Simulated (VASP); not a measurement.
# InSe in VASP: convergence with ENAUG

Input of the first run (ENAUG 300); the others differ in this setting and in those tied to it:

INCAR

```
SYSTEM = InSe
  PREC = Medium
  ENCUT = 520
  EDIFF = 1E-6
  ISMEAR = 0
  SIGMA = 0.02
  LREAL = .FALSE.
  LASPH = .TRUE.
  NELM = 60
  ALGO = Fast
  ISIF = 2
  LWAVE = .FALSE.
  LCHARG = .FALSE.
  GGA = PE
  ENAUG = 300
```

KPOINTS

```
regular mesh
0
G
  5 5 5
  0 0 0
```

The input POSCAR:

```
InSe
1.0
    5.8263928781     -2.0546489550      0.0000000000
    5.8263928781      2.0546489550      0.0000000000
   -1.7232330140      0.0000000000      4.7713478577
In Se
2 2
Direct
    0.8842590000      0.8878910000      0.0444440000
    0.1079130000      0.1144500000      0.9538480000
    0.6608390000      0.6637870000      0.6674260000
    0.3390600000      0.3391540000      0.3298190000
```

Potentials or basis: VASP PAW PBE potentials, release 64 (In_d, Se).

Launch:

```console
$ cat potpaw_PBE.64/In_d/POTCAR potpaw_PBE.64/Se/POTCAR > POTCAR
$ mpirun -np 1 vasp_std > vasp.out
```

The cell isn't the ideal one: atoms moved at random, drawn with an rms of 0.02 Å.

The cell comes from a database or a generator and needn't be the stable form of this composition.

Hardware: 1 thread of Intel(R) Xeon(R) Platinum 8488C (Sapphire Rapids) (shared host).

Q: The values tried are 300, 400, 500, 700, 900, 1200, 1600, loosest first. From which on does the energy stay within 1 meV/atom of the tightest run that finished?

A: From 400 on.

```
ENAUG  energy less the tightest run, at zero smearing (meV/atom)  largest force (eV/Å)  SCF cycles  CPU time (s)  peak memory (GiB)
  300                                                      -1.02                 0.306          17            99               0.24
  400                                                      -0.21                 0.300          17           170               0.24
  500                                                      -0.17                 0.304          17           160               0.25
  700                                                      -0.07                 0.303          17           140               0.26
  900                                                      -0.06                 0.304          17           160               0.27
 1200                                                      -0.02                 0.304          17           130               0.29
 1600                                                       0.00                 0.303          17           120               0.32
```

Against the tightest run, the largest force stays within 0.005 eV/Å from 300 on. The tightest run that finished is the yardstick and may itself not be fully converged.
